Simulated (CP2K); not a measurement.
Here is a CP2K 2026.2 calculation.

File bi_scf.inp:

```
&GLOBAL
  PROJECT bi_scf
  RUN_TYPE ENERGY_FORCE
  PRINT_LEVEL LOW
&END GLOBAL
&FORCE_EVAL
  METHOD QS
  STRESS_TENSOR ANALYTICAL
  &DFT
    BASIS_SET_FILE_NAME BASIS_MOLOPT_UZH
    POTENTIAL_FILE_NAME POTENTIAL_UZH
    &MGRID
      CUTOFF 450
      REL_CUTOFF 60
      NGRIDS 5
    &END MGRID
    &QS
      METHOD GPW
      EPS_DEFAULT 1.0E-10
    &END QS
    &KPOINTS
      SCHEME MONKHORST-PACK 6 6 9
      GAMMA_CENTERED T
      SYMMETRY T
      SYMMETRY_BACKEND SPGLIB
    &END KPOINTS
    &SCF
      SCF_GUESS ATOMIC
      EPS_SCF 1.0E-6
      MAX_SCF 100
      ADDED_MOS 10
      CHOLESKY OFF
      EPS_EIGVAL 1.0E-7
      &DIAGONALIZATION ON
        ALGORITHM STANDARD
      &END DIAGONALIZATION
      &MIXING ON
        METHOD BROYDEN_MIXING
        ALPHA 0.4
        BETA 1.5
        NBUFFER 8
      &END MIXING
      &SMEAR ON
        METHOD FERMI_DIRAC
        ELECTRONIC_TEMPERATURE [K] 580.226
      &END SMEAR
    &END SCF
    &XC
      &XC_FUNCTIONAL
        &GGA_X_PBE_SOL
        &END GGA_X_PBE_SOL
        &GGA_C_PBE_SOL
        &END GGA_C_PBE_SOL
      &END XC_FUNCTIONAL
    &END XC
    &PRINT
      &KPOINTS ON
      &END KPOINTS
      &MULLIKEN ON
      &END MULLIKEN
      &MO ON
        ENERGIES T
        OCCUPATION_NUMBERS T
        &EACH
          QS_SCF 0
        &END EACH
        ADD_LAST NUMERIC
      &END MO
      &LOWDIN ON
      &END LOWDIN
      &HIRSHFELD ON
        SHAPE_FUNCTION DENSITY
      &END HIRSHFELD
      &E_DENSITY_CUBE ON
        STRIDE 1
      &END E_DENSITY_CUBE
      &V_HARTREE_CUBE ON
        STRIDE 1
      &END V_HARTREE_CUBE
      &ELF_CUBE ON
        STRIDE 1
      &END ELF_CUBE
    &END PRINT
  &END DFT
  &SUBSYS
    &CELL
      ABC 4.6886416937 4.6886416937 3.3589262954
      ALPHA_BETA_GAMMA 106.2101446128 106.2101446139 83.8443506780
      PERIODIC XYZ
    &END CELL
    &COORD
      SCALED
      Bi  0.7502280000 0.7515860000 0.8490970000
      Bi  0.2471020000 0.2530770000 0.1447550000
    &END COORD
    &KIND Bi
      BASIS_SET TZVP-MOLOPT-PBE-GTH-q5
      POTENTIAL GTH-PBE-q5
    &END KIND
    &PRINT
      &ATOMIC_COORDINATES ON
      &END ATOMIC_COORDINATES
      &CELL ON
      &END CELL
      &SYMMETRY ON
      &END SYMMETRY
    &END PRINT
  &END SUBSYS
  &PRINT
    &FORCES ON
    &END FORCES
    &STRESS_TENSOR ON
    &END STRESS_TENSOR
  &END PRINT
&END FORCE_EVAL
```

Potentials or basis: POTENTIAL_UZH Bi GTH-PBE-q5; TZVP-MOLOPT-PBE-GTH basis.

Launch:

```bash
$ OMP_NUM_THREADS=1 cp2k.psmp -i bi_scf.inp -o bi_scf.out
```

(1) Estimate the pressure.

(2) Estimate the largest force.

(3) Predict the band gap on the k mesh.

Results:

(1) -0.4 GPa.

(2) 0.065 eV/Å.

(3) none (metal or under the smearing width).

Caveat: the potentials were made for another functional, which shifts forces and pressure; spin-orbit coupling is left out, which moves the levels of the heavy elements; the basis of atomic orbitals isn't converged, which shifts pressures, moduli and gaps.
